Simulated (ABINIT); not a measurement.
Set up this calculation in ABINIT 10.8.3 (patched build), as the native input.

- Task: single point
- Functional: LDA
- Potentials or basis: JTH PAW LDA v2.0
- Cutoff: 544 eV
- k mesh: 5 × 5 × 5
- Occupations: fermi-dirac, width 0.05 eV
- Spin: no spin polarisation
- Fine-grid cutoff: 1088.46 eV

Ge:

```
Ge
1.0
     0.00000    2.82891    2.82891
     2.82891    0.00000    2.82891
     2.82891    2.82891    0.00000
Ge
2
Direct
  0.75000 0.75000 0.75000
  0.50000 0.50000 0.50000
```

These files were run (other wordings do the same):

run.abi

```
# Pseudopotentials
pp_dirpath "./"
pseudos "Ge.LDA_PW-JTH.xml"

# Structure
acell 3*1.0 Angstrom
rprim
     0.0000000000     2.8289100000     2.8289100000
     2.8289100000     0.0000000000     2.8289100000
     2.8289100000     2.8289100000     0.0000000000
ntypat 1
znucl 32
natom 2
typat 1 1
xcart
     8.0187976968     8.0187976968     8.0187976968
     5.3458651312     5.3458651312     5.3458651312

# Plane-wave basis
ecut 544.227725 eV
pawecutdg 40.0

# k points
kptopt 1
ngkpt 5 5 5
nshiftk 1
shiftk 0.0 0.0 0.0

# Exchange and correlation
ixc 7

# Bands and occupations
nband 18
occopt 3
tsmear 0.05 eV

# SCF cycle
nstep 100
tolvrs 1.0e-9

# Output
iomode 3
prtwf 0
prteig 0
prtebands 0
enunit 2
prtvol 2
prtden 1
prtvha 1
prtvclmb 1
prtpot 1
```

Potentials or basis: JTH PAW LDA v2.0.

Command:

```console
$ abinit run.abi > log 2>&1
```

It gave:

```
Band gap on the k mesh                                : none (metal or under the smearing width)
Valence electrons inside the program's atomic spheres : Ge 12.41, 12.40 (radii [1.2196] Å)
```

Caveat: the k mesh is coarse (spacing up to 0.38 Å⁻¹), so the values aren't converged; this crystal is a semiconductor, whose small gap the functional closes, so the metal is an error of the method.

Wall time 8.5 s on 1 thread of Arm Neoverse V1 (shared host), peak memory 0.11 GiB.
